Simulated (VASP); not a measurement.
# ZnS (F-43m) in VASP: further runs, part 2 of 2

VASP 6.6.1. Earlier steps stand in the parts before.

## Step 4: Band structure, PBE

File INCAR:

```
PREC = Accurate ; ENCUT = 600
EDIFF = 1E-6 ; ISMEAR = 0
SIGMA = 0.02 ; LREAL = False
LASPH = True ; NELM = 120
ALGO = Normal ; ISIF = 2
LWAVE = False ; LCHARG = False
GGA = PE ; KPAR = 2
```

File KPOINTS:

```
regular mesh
0
Gamma
  12 12 12
```

File POSCAR:

```
ZnS                                     
1.0
    0.0000000000      2.7238519034      2.7238519034
    2.7238519034      0.0000000000      2.7238519034
    2.7238519034      2.7238519034     -0.0000000000
  Zn              S             
     1     1
Direct
     0.0000000000000000    0.0000000000000000    0.0000000000000000
     0.7500000000000000    0.7500000000000000    0.7500000000000000
```

File KPOINTS_OPT:

```
path GXWKGLUWLK,UX
20
line-mode
reciprocal
 0.0000000000  0.0000000000  0.0000000000  G
 0.5000000000  0.0000000000  0.5000000000  X

 0.5000000000  0.0000000000  0.5000000000  X
 0.5000000000  0.2500000000  0.7500000000  W

 0.5000000000  0.2500000000  0.7500000000  W
 0.3750000000  0.3750000000  0.7500000000  K

 0.3750000000  0.3750000000  0.7500000000  K
 0.0000000000  0.0000000000  0.0000000000  G

 0.0000000000  0.0000000000  0.0000000000  G
 0.5000000000  0.5000000000  0.5000000000  L

 0.5000000000  0.5000000000  0.5000000000  L
 0.6250000000  0.2500000000  0.6250000000  U

 0.6250000000  0.2500000000  0.6250000000  U
 0.5000000000  0.2500000000  0.7500000000  W

 0.5000000000  0.2500000000  0.7500000000  W
 0.5000000000  0.5000000000  0.5000000000  L

 0.5000000000  0.5000000000  0.5000000000  L
 0.3750000000  0.3750000000  0.7500000000  K

 0.6250000000  0.2500000000  0.6250000000  U
 0.5000000000  0.0000000000  0.5000000000  X
```

Potentials or basis: VASP PAW PBE potentials, release 64 (Zn, S).

Launch:

```bash
$ cat potpaw_PBE.64/Zn/POTCAR potpaw_PBE.64/S/POTCAR > POTCAR
$ mpirun -np 2 vasp_std > vasp.out
```

OUTCAR:

```text
PREC = Accurate
   ENCUT = 600
   EDIFF = 1E-6
   ISMEAR = 0
   LREAL = False
   LASPH = True
   NELM = 120
   ISIF = 2
   GGA = PE

 ion  position               nearest neighbor table
   1  0.000  0.000  0.000-   2 2.36   2 2.36   2 2.36   2 2.36
   2  0.750  0.750  0.750-   1 2.36   1 2.36   1 2.36   1 2.36

  LATTYP: Found a face centered cubic cell.
 ALAT       =     5.4477038068

  Lattice vectors:

 A1 = (   0.0000000000,   2.7238519034,   2.7238519034)
[... 570 lines left out ...]

------------------------ aborting loop because EDIFF is reached ----------------------------------------

  FORCE on cell =-STRESS in cart. coord.  units (eV):
  Direction    XX          YY          ZZ          XY          YZ          ZX
  --------------------------------------------------------------------------------------
  -------------------------------------------------------------------------------------
  Total       -0.0045283     -0.0045283     -0.0045283     -0.0000000      0.0000000      0.0000000
  in kB       -0.1794988     -0.1794988     -0.1794988     -0.0000000      0.0000000      0.0000000
  external PRESSURE =      -0.1794988 kB  Pullay stress =       0.0000000 kB

 VOLUME and BASIS-vectors are now :
 -----------------------------------------------------------------------------
  energy-cutoff  :      600.00
  volume of cell :       40.42
      direct lattice vectors                 reciprocal lattice vectors
     0.000000000  2.723851903  2.723851903    -0.183563578  0.183563578  0.183563578
     2.723851903  0.000000000  2.723851903     0.183563578 -0.183563578  0.183563578
     2.723851903  2.723851903  0.000000000     0.183563578  0.183563578 -0.183563578

 POSITION                                       TOTAL-FORCE (eV/Angst)
 -----------------------------------------------------------------------------------
      0.00000      0.00000      0.00000        -0.000000      0.000000      0.000000
      4.08578      4.08578      4.08578         0.000000     -0.000000     -0.000000
 -----------------------------------------------------------------------------------
    total drift:                               -0.000001     -0.000001     -0.000001

  FREE ENERGIE OF THE ION-ELECTRON SYSTEM (eV)
  ---------------------------------------------------
  free  energy   TOTEN  =        -6.8526767139 eV

  energy  without entropy=       -6.8526767139  energy(sigma->0) =       -6.85267671
```

OSZICAR:

```text
N       E                     dE             d eps       ncg     rms          rms(c)
DAV:   1     0.965176666945E+02    0.96518E+02   -0.10122E+04  1872   0.182E+03
DAV:   2    -0.365808722064E+00   -0.96883E+02   -0.91990E+02  2027   0.306E+02
DAV:   3    -0.718459000057E+01   -0.68188E+01   -0.67849E+01  2272   0.794E+01
[... 30 lines left out ...]
DAV:   9    -0.450846371790E+04   -0.19084E-06     1116
       N       E                     dE             ncg
DAV:   1     0.140762299959E+05   -0.37771E+05     1456
DAV:   2     0.871907750560E+04   -0.53572E+04     1566
DAV:   3     0.836225454353E+04   -0.35682E+03     1801
DAV:   4     0.835789438607E+04   -0.43602E+01     1701
DAV:   5     0.835783354454E+04   -0.60842E-01     1816
DAV:   6     0.835783216247E+04   -0.13821E-02     1761
DAV:   7     0.835783212540E+04   -0.37075E-04     1856
DAV:   8     0.835783212452E+04   -0.88342E-06     1283
```

stdout:

```text
POSCAR found type information on POSCAR ZnS
 POSCAR found :  2 types and       2 ions
 scaLAPACK will be used
 LDA part: xc-table for (Slater+PW92), standard interpolation
 POSCAR, INCAR and KPOINTS ok, starting setup
 FFT: planning ... GRIDC
 FFT: planning ... GRID_SOFT
 FFT: planning ... GRID
 WAVECAR not read
 entering main loop
 Start KPOINTS_OPT (optional k-point list driver)
k-point batch [1-72\200]
k-point batch [73-144\200]
k-point batch [145-200\200]
```

Run time: 26 s. Hardware: 2 MPI ranks of Intel Xeon Platinum 8488C (Sapphire Rapids), shared host; peak memory 0.21 GiB.

Results:

- Free energy: -6.8527 eV
- Pressure: 0.0 GPa
- Band gap on the k mesh: 2.01 eV, direct
- Band gap along the path: 2.01 eV, direct

Levels at the corners of the path, in eV from the valence-band top:
```tsv
point	band 5	band 6	band 7	band 8	band 9	band 10	band 11	band 12	band 13
Γ	-5.78	-5.78	0.00	0.00	0.00	2.01	6.41	6.41	6.41
X	-5.71	-5.57	-4.46	-2.13	-2.13	3.46	4.07	10.81	11.81
X	-5.71	-5.57	-4.46	-2.13	-2.13	3.46	4.07	10.81	11.81
W	-5.81	-5.40	-4.47	-2.63	-2.62	5.71	5.93	7.82	8.25
W	-5.81	-5.40	-4.47	-2.63	-2.62	5.71	5.93	7.82	8.25
K	-5.74	-5.45	-4.50	-3.00	-1.73	4.15	5.91	9.33	9.72
K	-5.74	-5.45	-4.50	-3.00	-1.73	4.15	5.91	9.33	9.72
Γ	-5.78	-5.78	0.00	0.00	0.00	2.01	6.41	6.41	6.41
Γ	-5.78	-5.78	0.00	0.00	0.00	2.01	6.41	6.41	6.41
L	-5.75	-5.58	-5.13	-0.83	-0.83	3.26	6.94	6.94	8.79
L	-5.75	-5.58	-5.13	-0.83	-0.83	3.26	6.94	6.94	8.79
U	-5.74	-5.45	-4.50	-3.00	-1.73	4.15	5.91	9.33	9.72
U	-5.74	-5.45	-4.50	-3.00	-1.73	4.15	5.91	9.33	9.72
W	-5.81	-5.40	-4.47	-2.63	-2.62	5.71	5.93	7.82	8.25
W	-5.81	-5.40	-4.47	-2.63	-2.62	5.71	5.93	7.82	8.25
L	-5.75	-5.58	-5.13	-0.83	-0.83	3.26	6.94	6.94	8.79
L	-5.75	-5.58	-5.13	-0.83	-0.83	3.26	6.94	6.94	8.79
K	-5.74	-5.45	-4.50	-3.00	-1.73	4.15	5.91	9.33	9.72
U	-5.74	-5.45	-4.50	-3.00	-1.73	4.15	5.91	9.33	9.72
X	-5.71	-5.57	-4.46	-2.13	-2.13	3.46	4.07	10.81	11.81
```

## Step 5: Overview

| level | k mesh | cutoff (eV) | grid for exact exchange (PRECFOCK) | exchange at q = 0 | gap on the mesh (eV) | pressure (GPa) |
| --- | --- | --- | --- | --- | --- | --- |
| PBE0 | 8 × 8 × 8 | 450 | Fast | truncated | 3.86 | -1.3 |
| PBE | 12 × 12 × 12 | 300 | - | - | 2.00 | - |
| PBE | 12 × 12 × 12 | 600 | - | - | 2.01 | 0.0 |

Alike in all rows: task band structure; potentials or basis VASP PAW PBE potentials, release 64 (Zn, S); no spin polarisation; cell as given; smearing gaussian 0.02 eV.

On the cell as given the gap runs from 2.00 eV (PBE) to 3.86 eV (PBE0); the meshes differ, which moves gaps too.

Caveats: the PAW data sets were made with another functional, which shifts forces and pressure a little (some runs); the cutoff is under 1.25 times the usual one of these potentials, so pressure, stress and relaxed cells hold a basis-set (Pulay) error (some runs).

Absolute energies hang on the potentials; compare differences alone.

## Step 6: Against experiment

Step 2. A measured gap of ZnS is 3.85 eV (direct; 19 K; quoted in “Electronic, vibrational, and thermodynamic properties of ZnS (zincblende and rocksalt structure)”, 2009, arxiv:0911.5022); the calculated 3.86 eV misses it by +0.01 eV. The value is that of PBE0, without temperature or zero-point motion. The cell is a database's relaxed one, not the measured one, which moves gaps too.

Step 3. A measured gap of ZnS is 3.85 eV (direct; 19 K; quoted in “Electronic, vibrational, and thermodynamic properties of ZnS (zincblende and rocksalt structure)”, 2009, arxiv:0911.5022); the calculated 2.00 eV misses it by -1.85 eV. The value is that of PBE, without temperature or zero-point motion. Semilocal functionals fall short of measured gaps as a rule. The cell is a database's relaxed one, not the measured one, which moves gaps too.

Step 4. A measured gap of ZnS is 3.85 eV (direct; 19 K; quoted in “Electronic, vibrational, and thermodynamic properties of ZnS (zincblende and rocksalt structure)”, 2009, arxiv:0911.5022); the calculated 2.01 eV misses it by -1.84 eV. The value is that of PBE, without temperature or zero-point motion. Semilocal functionals fall short of measured gaps as a rule. The cell is a database's relaxed one, not the measured one, which moves gaps too.
